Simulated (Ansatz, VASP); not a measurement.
**One calculation of Ge, two programs**

```
Ge
1.0
    -1.60842    1.60842    1.87318
     1.60842   -1.60842    1.87318
     1.60842    1.60842   -1.87318
Ge
1
Direct
  0.50000 0.50000 0.00000
```

The cell was built by a generator and needn't be a form met in nature.

Alike in both runs: task relaxation of cell and atoms; functional PBEsol; dispersion D3(BJ); k mesh 12 × 12 × 12; occupations fermi-dirac, width 0.05 eV; no spin polarisation.

|  | VASP | Ansatz |
| --- | --- | --- |
| version | VASP 6.6.1 | Ansatz 0.2.0 |
| potentials or method | VASP PAW PBE potentials, release 64 (Ge_d) | Ansatz PAW |
| plane-wave cutoff (eV) | 600 | 420 |
| valence electrons in the cell | 14 | 14 |

```tsv
	VASP	Ansatz	Ansatz less VASP
gap on the k mesh at the Fermi level, each at its own relaxed structure (eV)	none	none	-
relaxed volume (Å³/atom)	17.39	17.39	+0.001
relaxed cell length with the largest relative difference (Å)	2.827	2.827	0.0000
energy change over the relaxation (meV/atom)	-47	-48	-0.8
```

A gap of «none» marks a metal or a gap that the smearing closes.

Caveats: pairwise dispersion overbinds metals, which lowers pressure and volume; the PAW data sets were made with another functional, which shifts forces and pressure a little (VASP); the plane-wave basis is chosen anew once the cell has moved, so the energies of steps on either side of that aren't comparable (Ansatz); the PAW data sets come from PBE, with cores solved anew for the run's functional, which leaves a small shift of forces and pressure (Ansatz).
